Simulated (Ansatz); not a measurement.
A plane-wave DFT run in Ansatz 0.2.0 (scalar-relativistic PAW potentials unless the input names others): input and command.

```yaml
crystal:
  lattice:
    - [3.2855208648, 0.0, 0.0]
    - [-1.6427604324, 2.8453445336, 0.0]
    - [0.0, 0.0, 46.0775279785]
  atoms:
    - { symbol: Se, position: [0.3333333333, 0.6666666667, 0.3872478908] }
    - { symbol: W, position: [0.6666666667, 0.3333333333, 0.4238020873] }
    - { symbol: Se, position: [0.3333333333, 0.6666666667, 0.4603370982] }
    - { symbol: Se, position: [0.3333333333, 0.6666666667, 0.5396628976] }
    - { symbol: W, position: [0.6666666667, 0.3333333333, 0.5761979232] }
    - { symbol: Se, position: [0.3333333333, 0.6666666667, 0.6127521029] }
  periodic: [true, true, false]
basis:
  ecutwfc: 420
kpoints:
  mp_grid: { grid: [12, 12, 1] }
hamiltonian:
  xc: pbe
  dispersion: d3bj
  hubbard: { sites: [{ species: W, l: d, u_eff: 1.0 }], double_counting: fll }
scf:
  occupations: { method: gaussian, width: 0.02 }
output:
  forces: true
  eigenvalues: true
  stress: true
```

```bash
ansatz run input.yaml --threads 2 --pin off --max-ram 5120MiB --backend cpu --events-out ev --progress --plain --runs-dir out
```

Abridged log:
```
Basis set: ecut = 420 eV, 8553 PW (Γ), exchange–correlation on 48×48×640 points (8 copies of the dense FFT grid, shifted against one another)
Bands: 56, of which v1, the nominal top of the filled ones, is band 46 counted from 1 (45 counted from 0)
Symmetry: 12 space group operations
k-points: 19 of 144 (time reversal used)
SCF iter   1: F=—  HF=-42649.484544 eV  |F-HF|=—  |Δ(HF+E_count)|=         —  Δρ=1.83e-2  dr2=2.02e0  ethr=2.25e-3  ⟨swp⟩=1.9  Hψ=7717  notcnv=0
SCF iter   2: F=—  HF=-42649.074346 eV  |F-HF|=—  |Δ(HF+E_count)|=   4.10e-1  Δρ=8.75e-3  dr2=3.02e-1  ethr=2.20e-3  ⟨swp⟩=3.4  Hψ=2229  notcnv=0  defer=8
SCF iter   3: F=—  HF=-42649.050185 eV  |F-HF|=—  |Δ(HF+E_count)|=   2.42e-2  Δρ=2.18e-3  dr2=2.01e-2  ethr=3.29e-4  ⟨swp⟩=4.0  Hψ=2148  notcnv=0  defer=17
SCF iter   4: F=—  HF=-42649.056318 eV  |F-HF|=—  |Δ(HF+E_count)|=   6.13e-3  Δρ=1.48e-3  dr2=3.47e-2  ethr=2.19e-5  ⟨swp⟩=3.8  Hψ=2350  notcnv=0  defer=32
SCF iter   5: F=—  HF=-42649.052229 eV  |F-HF|=—  |Δ(HF+E_count)|=   4.09e-3  Δρ=3.55e-4  dr2=1.72e-3  ethr=2.19e-5  ⟨swp⟩=2.6  Hψ=1530  notcnv=0  defer=58
SCF iter   6: F=—  HF=-42649.052887 eV  |F-HF|=—  |Δ(HF+E_count)|=   6.58e-4  Δρ=3.53e-4  dr2=5.11e-3  ethr=1.87e-6  ⟨swp⟩=3.4  Hψ=2058  notcnv=0  defer=60
SCF iter   7: F=—  HF=-42649.052476 eV  |F-HF|=—  |Δ(HF+E_count)|=   4.11e-4  Δρ=6.69e-5  dr2=2.55e-5  ethr=1.87e-6  ⟨swp⟩=2.8  Hψ=1517  notcnv=0  defer=60
SCF iter   8: F=—  HF=-42649.052398 eV  |F-HF|=—  |Δ(HF+E_count)|=   7.78e-5  Δρ=1.69e-5  dr2=2.99e-6  ethr=2.77e-8  ⟨swp⟩=3.8  Hψ=2248  notcnv=0  defer=60
SCF iter   9: F=-42649.052399 eV  HF=-42649.052399 eV  |F-HF|=1.03e-8  |Δ(HF+E_count)|=   6.68e-7  Δρ=3.07e-6  dr2=8.78e-8  ethr=1.09e-10  ⟨swp⟩=17.6  Hψ=7906  notcnv=0
SCF 1 converged in 9 iterations: F = -42649.052399 eV  dr2 = 8.78e-8
SCF converged after 9 iterations
Free energy (F): -42649.052399 eV
Harris-Foulkes:  -42649.052399 eV  (|F-HF|=1.03e-8)
Internal energy: -42649.052399 eV  (E = F + TS)
E sigma→0 (E₀):  -42649.052399 eV
Fermi energy:    -4.322938 eV
  E_disp       = -2.289335  (pairwise vdW)
--- Forces (eV/Å), atoms counted from 1 ---
  atom   1  Se     0.00000000     0.00000000     0.00002329
  atom   2  W      0.00000000     0.00000000     0.00222332
  atom   3  Se     0.00000000     0.00000000     0.00043182
  atom   4  Se     0.00000000     0.00000000    -0.00043182
  atom   5  W      0.00000000     0.00000000    -0.00222332
  atom   6  Se     0.00000000     0.00000000    -0.00002329
--- 2D stress c σ (N/m, compression-positive) ---
       -0.248577       0.000000       0.000000
        0.000000      -0.248577       0.000000
        0.000000       0.000000       0.000000
  P = ½ c Tr σ = -0.2486 N/m
  the weakly bound empty levels are not read free of the cell's end (hubbard_term)
Occupation matrices written to <dir>
```

Apart from outputs, empty bands and the relaxation, which only the reference makes, the input differs from a reference run on usual settings in hamiltonian.hubbard: not typed → {"sites": [{"species": "W", "l": "d", "u_eff": 1.0}], "double_counting": "fll"}. The reference, at the same geometry, ended its own course with largest force 0.002 eV/Å, gap on the mesh 1.46 eV. This run converged in 9 SCF iterations with an energy at zero smearing 415 meV/atom above the reference's (the Hamiltonian itself differs), largest force 0.002 eV/Å, gap on the mesh 1.46 eV.

It took 16 s on 2 threads of Intel(R) Xeon(R) 6975P-C (Granite Rapids), on a shared host, peak memory 1 GiB.